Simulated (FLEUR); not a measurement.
# MgSe (Fm-3m) in FLEUR: further runs

The runs below take MgSe through equation of state, with RPBE.

All numbers are computed with FLEUR MaX-R8.1 (later development tree); they aren't measurements. Logs are shortened: lines on timing, memory, paths and dates and some standing lists are left out, and cuts for length are marked.

## (1) Starting point

Symmetry: Fm-3m, No. 225, cubic system. The conventional cell has a = 5.451 Å, b = 5.451 Å, c = 5.451 Å, α = 90.00°, β = 90.00°, γ = 90.00°. Around Se (site symmetry m-3m) lie 6 Mg at 2.73 Å. Mg (site symmetry m-3m) is surrounded by 6 Se at 2.73 Å.

## (2) Equation of state, RPBE, 19.03 Å³/atom (volume scaled by 0.94)

The input, inp.xml:

```xml
<?xml version="1.0" encoding="UTF-8" standalone="no"?>
<fleurInput fleurInputVersion="0.39">
   <comment>
      MgSe                                                                                                
   </comment>
   <calculationSetup>
      <cutoffs Kmax="3.82" Gmax="11.9" GmaxXC="11.9" numbands="0"/>
      <scfLoop itmax="60" minDistance="0.00001" maxIterBroyd="15" imix="Anderson" alpha="0.05" precondParam="0.0" spinf="2.0" sdNocoIR="T"/>
      <coreElectrons ctail="T" frcor="F" kcrel="0" coretail_lmax="0"/>
      <xcFunctional name="Rpbe" relativisticCorrections="F"/>
      <magnetism jspins="1"/>
      <soc l_soc="F" theta="0.0" phi="0.0" spav="F"/>
      <expertModes spex="0" secvar="F"/>
      <geometryOptimization l_f="F" forcealpha="1.0" forcemix="BFGS" epsdisp="0.00001" epsforce="0.00001"/>
      <ldaU l_linMix="F" mixParam="0.05" spinf="1.0"/>
   </calculationSetup>
   <cell>
      <bzIntegration valenceElectrons="26.0" mode="hist" fermiSmearingEnergy="0.00367493">
         <kPointListSelection listName="default-1"/>
         <!-- k-points included here -->
         <xi:include xmlns:xi="http://www.w3.org/2001/XInclude" href="kpts.xml"> </xi:include>
      </bzIntegration>
      <!-- symmetry operations included here -->
      <xi:include xmlns:xi="http://www.w3.org/2001/XInclude" href="sym.xml"> </xi:include>
      <bulkLattice scale="0.9795861087">
         <bravaisMatrix>
            <row-1>    0.0000000000000000     5.1504485525972994     5.1504485525972994</row-1>
            <row-2>    5.1504485525972994     0.0000000000000000     5.1504485525972994</row-2>
            <row-3>    5.1504485525972994     5.1504485525972994     0.0000000000000000</row-3>
         </bravaisMatrix>
      </bulkLattice>
   </cell>
   <atomSpecies>
      <species name="Selenium (Se)" element="Se" atomicNumber="34">
         <mtSphere radius="2.46" gridPoints="837" logIncrement="0.015"/>
         <atomicCutoffs lmax="10" lnonsphr="8"/>
         <electronConfig flipSpins="F">
            <coreConfig>(1s1/2) (2s1/2) (2p1/2) (2p3/2) (3s1/2) (3p1/2) (3p3/2)</coreConfig>
            <valenceConfig>(3d3/2) (3d5/2) (4s1/2) (4p1/2) (4p3/2)</valenceConfig>
            <stateOccupation state="(4p1/2)" spinUp="0.666667" spinDown="0.666667"/>
            <stateOccupation state="(4p3/2)" spinUp="1.333333" spinDown="1.333333"/>
         </electronConfig>
         <energyParameters s="4" p="4" d="4" f="4"/>
         <lo type="SCLO" l="2" n="3" eDeriv="0"/>
         <lo type="SCLO" l="0" n="4" eDeriv="2"/>
         <lo type="SCLO" l="1" n="4" eDeriv="2"/>
         <lo type="SCLO" l="3" n="4" eDeriv="2"/>
      </species>
      <species name="Magnesium (Mg)" element="Mg" atomicNumber="12">
         <mtSphere radius="2.17" gridPoints="741" logIncrement="0.015"/>
         <atomicCutoffs lmax="9" lnonsphr="7"/>
         <electronConfig flipSpins="F">
            <coreConfig>(1s1/2)</coreConfig>
            <valenceConfig>(2s1/2) (2p1/2) (2p3/2) (3s1/2)</valenceConfig>
         </electronConfig>
         <energyParameters s="3" p="2" d="3" f="4"/>
         <lo type="SCLO" l="0" n="2" eDeriv="0"/>
         <lo type="HELO" l="1" n="3" eDeriv="0"/>
         <lo type="HELO" l="1" n="3" eDeriv="1"/>
         <lo type="SCLO" l="2" n="3" eDeriv="2"/>
         <lo type="SCLO" l="3" n="4" eDeriv="2"/>
      </species>
   </atomSpecies>
   <atomGroups>
      <atomGroup species="Selenium (Se)">
         <relPos label="                   1">1.000/2.000 1.000/2.000 1.000/2.000</relPos>
         <force calculate="T" relaxXYZ="TTT"/>
      </atomGroup>
      <atomGroup species="Magnesium (Mg)">
         <relPos label="                   2">.0000000000 .0000000000 .0000000000</relPos>
         <force calculate="T" relaxXYZ="TTT"/>
      </atomGroup>
   </atomGroups>
   <output dos="F" band="F" slice="F">
      <checks vchk="F" cdinf="F"/>
      <bandDOS minEnergy="-.5*Htr" maxEnergy="0.5*Htr" sigma="0.015" storeEVData="T"/>
      <vacuumDOS vacdos="F" integ="F" star="F" nstars="0" locx1="0.0" locy1="0.0" locx2="0.0" locy2="0.0" nstm="0" tworkf="0.0"/>
      <unfoldingBand unfoldBand="F" supercellX="1" supercellY="1" supercellZ="1"/>
      <plotting iplot="0" polar="F">
         <plot TwoD="T" vec1="  1.0  0.0  0.0" vec2="  0.0  1.0  0.0" vec3="  0.0  0.0  1.0" zero="  0.0  0.0  0.0" file="plot"/>
      </plotting>
      <chargeDensitySlicing numkpt="0" minEigenval="0.0" maxEigenval="0.0" nnne="0" pallst="F"/>
      <specialOutput eonly="F"/>
      <moessbauerParams electricFieldGradient="T" isomerShift="T" coreHyperfine="T" valenceHyperfine="T"/>
      <magneticCircularDichroism mcd="F" energyLo="-10.0" energyUp="0.0"/>
   </output>
  <!-- We include the file relax.xml here to enable relaxations (see documentation) -->
  <xi:include xmlns:xi="http://www.w3.org/2001/XInclude" href="relax.xml"> <xi:fallback/> </xi:include>
</fleurInput>
```

Potentials or basis: all-electron, FLAPW.

On the command line:

```
$ inpgen -f crystal.txt -profile fastHighL
$ # inp.xml edited to the form shown
$ fleur_MPI
```

Log:

```text
Welcome to FLEUR        (www.flapw.de)
      MaX-Release 8.1          (www.max-centre.eu)

 ========== k-point set info ==========
 Selected k-point list: default-1
 k-point list type: mesh
 8 x 8 x 8
 Number of k points: 29

 ------------Calculation Setup---------------------------
 Number of MPI-tasks      :            1
 Number of PE/node        :            1
 Number of OMP-threads    :            1
 Most efficient MPI parallelization for:
           1          29
 Additional eigenvalue parallelization possible
 Number of basis functions:          329
 Approximate size of matrices (H+S) per k-point:         0.002 GB
 --------------------------------------------------------
 Iteration:     1   Distance:       5.62089770 me/bohr^3
 Iteration:     2   Distance:       5.18218566 me/bohr^3
 Iteration:     3   Distance:       2.44832200 me/bohr^3
 Iteration:     4   Distance:       0.98985555 me/bohr^3
 Iteration:     5   Distance:       0.98896101 me/bohr^3
 Iteration:     6   Distance:       0.16704669 me/bohr^3
 Iteration:     7   Distance:       0.17349091 me/bohr^3
 Iteration:     8   Distance:       0.04687452 me/bohr^3
 Iteration:     9   Distance:       0.02694552 me/bohr^3
 Iteration:    10   Distance:       0.00653332 me/bohr^3
 Iteration:    11   Distance:       0.00136263 me/bohr^3
 Iteration:    12   Distance:       0.00138161 me/bohr^3
 Iteration:    13   Distance:       0.00010456 me/bohr^3
 Iteration:    14   Distance:       0.00008076 me/bohr^3
 Iteration:    15   Distance:       0.00000656 me/bohr^3

 ********************************************************************
 Run finished successfully
 Stop message:
   all done
 ********************************************************************
```

out.xml (last iteration):

```text
<iteration numberForCurrentRun="   15" overallNumber="   15">
         <energyParameters units="Htr">
            <atomicEP atomType="1" spin="1" branch="4s" branchLowest="-7.37" branchHighest="0.21" value="-0.2291121993"/>
            <atomicEP atomType="1" spin="1" branch="4p" branchLowest="-5.14" branchHighest="0.84" value="0.1061673253"/>
            <atomicEP atomType="1" spin="1" branch="4d" branchLowest="-1.46" branchHighest="1.94" value="0.3768612458"/>
            <atomicEP atomType="1" spin="1" branch="4f" branchLowest="-9.99" branchHighest="2.85" value="0.5449089857"/>
            <loAtomicEP atomType="1" spin="1" branch="3d" branchLowest="-9.99" branchHighest="-1.46" value="-1.4615344488"/>
            <loAtomicEP atomType="1" spin="1" branch="4s" branchLowest="-7.37" branchHighest="0.21" value="-0.2291121993"/>
            <loAtomicEP atomType="1" spin="1" branch="4p" branchLowest="-5.14" branchHighest="0.84" value="0.1032700579"/>
            <loAtomicEP atomType="1" spin="1" branch="4f" branchLowest="-9.99" branchHighest="2.85" value="0.5449111434"/>
            <atomicEP atomType="2" spin="1" branch="3s" branchLowest="-2.54" branchHighest="1.94" value="0.1484376304"/>
            <atomicEP atomType="2" spin="1" branch="2p" branchLowest="-9.99" branchHighest="-1.29" value="-1.3086579938"/>
            <atomicEP atomType="2" spin="1" branch="3d" branchLowest="-9.99" branchHighest="2.38" value="0.4300123910"/>
            <atomicEP atomType="2" spin="1" branch="4f" branchLowest="-9.99" branchHighest="4.41" value="0.5934731724"/>
            <loAtomicEP atomType="2" spin="1" branch="2s" branchLowest="-45.90" branchHighest="-2.54" value="-2.5477217132"/>
            <heloAtomicEP atomType="2" spin="1" branch="3p" branchLowest="1.43" branchHighest="1.43" value="1.4296233666"/>
            <heloAtomicEP atomType="2" spin="1" branch="3p" branchLowest="1.43" branchHighest="1.43" value="1.4296233666"/>
            <loAtomicEP atomType="2" spin="1" branch="3d" branchLowest="-9.99" branchHighest="2.38" value="0.4300125757"/>
            <loAtomicEP atomType="2" spin="1" branch="4f" branchLowest="-9.99" branchHighest="4.41" value="0.5934759314"/>
         </energyParameters>
         <eigenvalues>
            <eigenvaluesAt spin="1" ikpt="1" k_x="0.00000000" k_y="0.00000000" k_z="0.00000000">
                      -2.5477184178       -1.4637632548       -1.4637632548       -1.4634647454       -1.4634647454
                      -1.4634647454       -1.3120542990       -1.3120542990       -1.3120542990       -0.2676409563
                       0.2182390193        0.2182390193        0.2182390193        0.3442345266        0.4939494855
                       0.4939494855        0.4939494855        0.5916898790        0.5916898790        0.6335031401
                       0.6606953631
            </eigenvaluesAt>
            <eigenvaluesAt spin="1" ikpt="2" k_x="0.00000000" k_y="0.00000000" k_z="0.12500000">
                      -2.5477171409       -1.4637633664       -1.4637633664       -1.4634608000       -1.4634608000
                      -1.4634595176       -1.3120766214       -1.3120528798       -1.3120528798       -0.2621990421
[... 42 lines left out ...]
         <allElectronCharges>
            <spinDependentCharge spin="1" total="46.0000000" interstitial="2.6802812" mtSpheres="43.3197188"/>
            <totalCharge value="45.9999999968"/>
         </allElectronCharges>
         <moessbauerParams unitsHFF="kG" unitsIS="e/bohr^3" unitsEFG="Htr/bohr^2">
            <coreIsomerShift atomType="1" isTotal="40043.98279">
               <shell n="1" l="0" isomerShift="35753.21168"/>
               <shell n="2" l="0" isomerShift="3668.05410"/>
               <shell n="2" l="1" isomerShift="36.86033"/>
               <shell n="3" l="0" isomerShift="579.97976"/>
               <shell n="3" l="1" isomerShift="5.87692"/>
            </coreIsomerShift>
            <coreIsomerShift atomType="2" isTotal="1093.68368">
               <shell n="1" l="0" isomerShift="1093.68368"/>
            </coreIsomerShift>
            <isomerShift atomType="1" nucleusRadius="0.0001013" averageDensity="40095.78381"/>
            <isomerShift atomType="2" nucleusRadius="0.0000684" averageDensity="1165.28052"/>
            <electricFieldGradient atomType="1" VXX="0.00000" VYY="0.00000" VZZ="0.00000" asymParam="0.00000">
            </electricFieldGradient>
            <electricFieldGradient atomType="2" VXX="0.00000" VYY="0.00000" VZZ="0.00000" asymParam="0.00000">
            </electricFieldGradient>
         </moessbauerParams>
         <totalEnergy                                    value="    -2630.9812566784" units="Htr">
            <sumOfEigenvalues                            value="    -1508.1367045129">
               <coreElectrons value="-1480.8698574200"/>
               <valenceElectrons value="-27.2668470929"/>
            </sumOfEigenvalues>
            <densityCoulombPotentialIntegral value="-4063.6245976477"/>
            <densityEffectivePotentialIntegral value="-4198.7566482027"/>
            <chargeDenXCDenIntegral value="-104.9818668294"/>
            <FockExchangeEnergyValence value="0.0000000000"/>
            <FockExchangeEnergyCore value="0.0000000000"/>
            <atomTypeDependentContributions atomType="1">
               <electronNucleiInteractionDifferentMTs value="2930.6077306286"/>
               <MadelungTerm value="-11.5726206011"/>
            </atomTypeDependentContributions>
            <atomTypeDependentContributions atomType="2">
               <electronNucleiInteractionDifferentMTs value="237.4947431736"/>
               <MadelungTerm value="-5.1319403116"/>
            </atomTypeDependentContributions>
            <tkbTimesEntropy value="0.0000000000"/>
            <freeEnergy value="-2630.9812566784"/>
            <extrapolationTo0K value="-2630.9812566784"/>
         </totalEnergy>
         <densityConvergence units="me/bohr^3">
            <chargeDensity spin="1" distance="0.0000065606"/>
         </densityConvergence>
      </iteration>
```

It took 21 s on 1 thread of Arm Neoverse V1, shared host; peak memory 0.07 GiB.

What came out:

| Property | Result |
| --- | --- |
| Free energy | -71592.6472 eV |
| Band gap on the k mesh | 2.22 eV, indirect (least direct gap 3.43 eV) |
| Valence electrons inside the program's atomic spheres | Se 14.90; Mg 8.42 (radii Se 2.46, Mg 2.17 bohr) |

Caveat: the plane-wave cutoff is short for the semicore states, which can make moduli rough.

## (3) Equation of state, RPBE, 19.44 Å³/atom (volume scaled by 0.96)

Changes to inp.xml since step 2:

```diff
@@ -24,3 +24,3 @@
       <xi:include xmlns:xi="http://www.w3.org/2001/XInclude" href="sym.xml"> </xi:include>
-      <bulkLattice scale="0.9795861087">
+      <bulkLattice scale="0.9864848297">
          <bravaisMatrix>
```

Potentials or basis: all-electron, FLAPW.

On the command line:

```
$ inpgen -f crystal.txt -profile fastHighL
$ # inp.xml edited to the form shown
$ fleur_MPI
```

Run time: 22 s. Hardware: 1 thread of Arm Neoverse V1, shared host; peak memory 0.07 GiB.

It converged, with:

```yaml
Free_energy: -71592.6875 eV
Band_gap_on_the_k_mesh: 2.18 eV, indirect (least direct gap 3.27 eV)
Valence_electrons_inside_the_program's_atomic_spheres: Se 14.88; Mg 8.40 (radii Se 2.46, Mg 2.17 bohr)
```

Caveat: the plane-wave cutoff is short for the semicore states, which can make moduli rough.

## (4) Equation of state, RPBE, 20.25 Å³/atom

Changes to inp.xml since step 3:

```diff
@@ -24,3 +24,3 @@
       <xi:include xmlns:xi="http://www.w3.org/2001/XInclude" href="sym.xml"> </xi:include>
-      <bulkLattice scale="0.9864848297">
+      <bulkLattice scale="1.0000000000">
          <bravaisMatrix>
```

On the command line:

```
$ inpgen -f crystal.txt -profile fastHighL
$ # inp.xml edited to the form shown
$ fleur_MPI
```

Wall time 23 s (1 thread of Arm Neoverse V1, shared host); peak memory 0.07 GiB.

It converged, with:

| Item | Value |
| --- | --- |
| Free energy | -71592.7425 eV |
| Band gap on the k mesh | 2.11 eV, indirect (least direct gap 2.99 eV) |
| Valence electrons inside the program's atomic spheres | Se 14.85; Mg 8.38 (radii Se 2.46, Mg 2.17 bohr) |

Caveat: the plane-wave cutoff is short for the semicore states, which can make moduli rough.

## (5) Equation of state, RPBE, 21.06 Å³/atom (volume scaled by 1.04)

Changes to inp.xml since step 4:

```diff
@@ -24,3 +24,3 @@
       <xi:include xmlns:xi="http://www.w3.org/2001/XInclude" href="sym.xml"> </xi:include>
-      <bulkLattice scale="1.0000000000">
+      <bulkLattice scale="1.0131594038">
          <bravaisMatrix>
```

On the command line:

```
$ inpgen -f crystal.txt -profile fastHighL
$ # inp.xml edited to the form shown
$ fleur_MPI
```

Wall time 24 s (1 thread of Arm Neoverse V1, shared host); peak memory 0.07 GiB.

The run converged. Its results:

* Free energy: -71592.7678 eV
* Band gap on the k mesh: 2.05 eV, indirect (least direct gap 2.73 eV)
* Valence electrons inside the program's atomic spheres: Se 14.82; Mg 8.36 (radii Se 2.46, Mg 2.17 bohr)

Caveat: the plane-wave cutoff is short for the semicore states, which can make moduli rough.

## (6) Equation of state, RPBE, 21.46 Å³/atom (volume scaled by 1.06)

Changes to inp.xml since step 5:

```diff
@@ -24,3 +24,3 @@
       <xi:include xmlns:xi="http://www.w3.org/2001/XInclude" href="sym.xml"> </xi:include>
-      <bulkLattice scale="1.0131594038">
+      <bulkLattice scale="1.0196128224">
          <bravaisMatrix>
```

Potentials or basis: all-electron, FLAPW.

On the command line:

```
$ inpgen -f crystal.txt -profile fastHighL
$ # inp.xml edited to the form shown
$ fleur_MPI
```

It took 25 s on 1 thread of Arm Neoverse V1, shared host; peak memory 0.07 GiB.

It converged, with:

```yaml
Free_energy: -71592.7713 eV
Band_gap_on_the_k_mesh: 2.01 eV, indirect (least direct gap 2.60 eV)
Valence_electrons_inside_the_program's_atomic_spheres: Se 14.80; Mg 8.35 (radii Se 2.46, Mg 2.17 bohr)
```

Caveat: the plane-wave cutoff is short for the semicore states, which can make moduli rough.

## (7) Equation of state, RPBE

Potentials or basis: all-electron, FLAPW.

This step only gathers the single runs of the series.

What came out:

```yaml
Equilibrium_volume: "21.50 Å³/atom (rough: see the caveat)"
Bulk_modulus: 57 GPa (rough)
```

Energy against volume, from the lowest point:
| volume (Å³/atom) | energy (meV/atom) |
| --- | --- |
| 19.031 | 62.06 |
| 19.436 | 41.89 |
| 20.246 | 14.42 |
| 21.056 | 1.73 |
| 21.461 | 0.00 |

Caveat: the minimum lies outside the volumes run; the plane-wave cutoff is short for the semicore states, which can make moduli rough.
